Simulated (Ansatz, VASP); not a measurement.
# Two plane-wave programs on CoO

```xyz
4
Lattice="3.1416 0.0000 0.0000 0.0000 4.2838 0.0000 -2.9341 0.0000 3.1390" Properties=species:S:1:pos:R:3 pbc="T T T"
Co   -0.7335    1.0793    0.7847
Co   -2.2006    3.2045    2.3542
O    -2.2006    1.0683    2.3542
O    -0.7335    3.2154    0.7847
```

Change from the starting cell: volume scaled by 1.06.

Alike in both runs: task single point; functional PBE; k mesh 12 × 6 × 9; occupations fermi-dirac, width 0.05 eV; collinear spin, ferromagnetic start.

```csv
,VASP,Ansatz
version,VASP 6.6.1,Ansatz 0.2.0
potentials or method,"VASP PAW PBE potentials, release 64 (Co, O)",Ansatz PAW
plane-wave cutoff (eV),520,420
valence electrons in the cell,30,46
```

Ansatz gave:

```
gap on the k mesh at the Fermi level (eV)                     : none
pressure (GPa)                                                : -13.3
largest component of the traceless stress (GPa)               : 0.61
rms of the force components (eV/Å)                            : 0.009
net moment per atom (μB)                                      : 1.48
size of the moment on the site where the two differ most (μB) : 2.51
```

Question: Estimate VASP's values.

Answer: gap on the k mesh at the Fermi level (eV): none; pressure (GPa): -13.7; largest component of the traceless stress (GPa): 0.63; rms of the force components (eV/Å): 0.008; net moment per atom (μB): 1.47; size of the moment on the site where the two differ most (μB): 2.59.

Site moments also hang on the region over which each program counts them. Atom by atom the forces differ by 0.001 eV/Å (rms over components). A gap of «none» marks a metal or a gap that the smearing closes. The two sets of potentials don't hold the same shells in valence.

Caveats: semilocal functionals often make such compounds metallic where correlation or magnetic order opens a gap, which also shifts bond lengths; the pressure holds a Pulay correction of +0.7 GPa for the finite cutoff (Ansatz).
